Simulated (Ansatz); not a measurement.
AlN, DFT, PBEsol, PAW with Ansatz's default frozen-core files, scalar-relativistic (Ansatz 0.2.0), run on 1 thread of Arm Neoverse V1 on a shared host.

The cell comes from COD entry 9008860, which wasn't checked; take it as a given geometry. The listed cell was then made from it by scaling, straining or moving an atom.

Command: `ansatz run input.yaml --threads 1 --pin off --max-ram 4096MiB --backend cpu --events-out ev --progress --plain --runs-dir out`

```yaml
crystal:
  lattice:
    - [3.0689564278, 0.0, 0.0]
    - [-1.5344782139, 2.6577942296, 0.0]
    - [0.0, 0.0, 4.9107214824]
  atoms:
    - { symbol: Al, position: [0.3333333333, 0.6666666667, 0.0] }
    - { symbol: Al, position: [0.6666666667, 0.3333333333, 0.5] }
    - { symbol: "N", position: [0.3333333333, 0.6666666667, 0.385] }
    - { symbol: "N", position: [0.6666666667, 0.3333333333, 0.885] }
kpoints:
  mp_grid: { grid: [10, 10, 6] }
scf:
  occupations: { method: fermi_dirac, width: 0.03 }
hamiltonian:
  xc: pbesol
  pseudopotentials: { kind: paw }
output:
  forces: true
  stress: true
  eigenvalues: true
  efg: { contact_densities: true }
```

How large is the problem that the program sets up?

56 irreducible k-points, 773 plane waves at Γ, 12 bands.

Estimate the wall time and the peak memory.

4.8 s of wall time for 6 SCF iterations, with a peak of 0.33 GiB. Times on shared machines scatter by tens of per cent.

And the same cell and mesh by crystal-made all-electron datasets, asked for forces, stress, eigenvalues, efg, on the same hardware?

13 s, peak memory 0.57 GiB.
